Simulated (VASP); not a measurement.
Wanted: the native input for a VASP 6.6.1 run.

```yaml
Task: single point
Functional: RPBE
Potentials_or_basis: VASP PAW PBE potentials, release 54 (Cu)
Cutoff: 520 eV
k_mesh: 13 × 13 × 13
Occupations: gaussian, width 0.02 eV
Spin: no spin polarisation
Further_INCAR_settings: ALGO = Normal; EDIFF = 1e-06
```

The structure of Cu lies in POSCAR:

```
Cu
2.5562
    0.000000000000      0.707104295439      0.707104295439
    0.707104295439      0.000000000000      0.707104295439
    0.707104295439      0.707104295439      0.000000000000
Cu
1
Direct
    0.0000000000      0.0000000000      0.0000000000
```

One way to write it, as run:

INCAR

```
PREC = Accurate
ENCUT = 520
EDIFF = 1E-6
ISMEAR = 0
SIGMA = 0.02
LREAL = F
LASPH = T
NELM = 60
ALGO = Normal
ISIF = 2
LWAVE = F
LCHARG = T
GGA = RP
LELF = T
LVHAR = T
```

KPOINTS

```
regular mesh
0
Gamma
  13 13 13
```

Potentials or basis: VASP PAW PBE potentials, release 54 (Cu).

The run is started by

```bash
$ cat potpaw_PBE.54/Cu/POTCAR > POTCAR
$ mpirun -np 1 vasp_std > vasp.out
```

It gave:

```
Pressure               : 7.2 GPa
Band gap on the k mesh : none (metal or under the smearing width)
```

Caveat: the PAW data sets were made with another functional, which shifts forces and pressure a little.

It took 7 s on 1 thread of Intel(R) Xeon(R) 6975P-C (Granite Rapids), on a shared host, peak memory 0.12 GiB.
